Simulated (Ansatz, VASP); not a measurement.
# One calculation of Sb, two programs

```
Sb
1.0
     0.00000    2.28563    2.28563
     2.28563    0.00000    2.28563
     2.28563    2.28563    0.00000
Sb
1
Direct
  0.00000 0.00000 0.00000
```

Change from the starting cell: volume scaled by 0.975, PAW files.

Alike in both runs: task electric field gradients; functional PBE; k mesh 12 × 12 × 12; occupations fermi-dirac, width 0.05 eV; no spin polarisation.

```csv
,VASP,Ansatz
version,VASP 6.6.1,Ansatz 0.2.0
potentials or method,"VASP PAW PBE potentials, release 64 (Sb)","PAW with Ansatz's default frozen-core files, scalar-relativistic"
plane-wave cutoff (eV),520,420
valence electrons in the cell,5,15
```

Ansatz gave:

- pressure (GPa): 11.2
- Vzz of the field gradient on the site that differs most (V/Å²): 0.0

Problem. Which values does VASP return?

Solution. Pressure (GPa): 11.1; Vzz of the field gradient on the site that differs most (V/Å²): 0.0.

With one functional, cell and mesh, what is left measures potentials, basis and numerics. The two sets of potentials don't hold the same shells in valence. Ansatz warned: «gradients_without_spin_orbit».

The runs have no spin-orbit coupling, so splittings on Sb are missing.
